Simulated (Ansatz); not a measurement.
# SiO2: do the settings matter for the field gradients?

Cell: a computed structure from the Materials Project (it need not be an observed phase), taken as it stands.

Space group P4_12_12 (No. 92); a = 4.9926, c = 6.9339 Å.

```
site  Wyckoff  site symmetry       x       y       z
  Si       4a            ..2  0.6987  0.6987  0.5000
   O       8b              1  0.8936  0.7614  0.3201
```

One atom of each set is listed.

Reference run. Method: Kohn–Sham DFT in Ansatz, PBE, plane waves and PAW, scalar-relativistic, 420 eV cutoff, Γ-centred 5×5×4 k-points, Fermi–Dirac smearing 0.02 eV.

Task: The input is changed as follows: `total_charge`: not typed → -1; `hamiltonian.xc`: pbe → r2scan. What happens to V_zz (10²¹ V/m²) and η?

Result: 

```csv
site,V_zz reference,η reference,V_zz changed,η changed
Si,0.40,0.90,0.40,0.95
O,9.32,0.15,9.04,0.14
```

The largest change of V_zz is on O, from 9.32 to 9.04. In per cent, |V_zz| changes by -3 on O (all sites that start above 2). The cutoff that the program takes moves with it, from 420 to 500 eV. The changed cell holds a charge of -1 on a uniform background, so it isn't the neutral crystal. It has an odd number of electrons and no spin polarisation, so the extra carrier is shared by both spins and spread out, where a real one carries spin and can localise. The gap no longer holds the Fermi energy in the changed run, so its gradients also hang on the k-mesh and the smearing. SCF iterations: 6 and 7.

On the reference run: At this cell the principal stresses reach 5 GPa in size with PBE, which can matter for small gradients. The largest force is 0.3 eV/Å, so the atoms aren't at the calculated equilibrium and relaxing them would move these values.
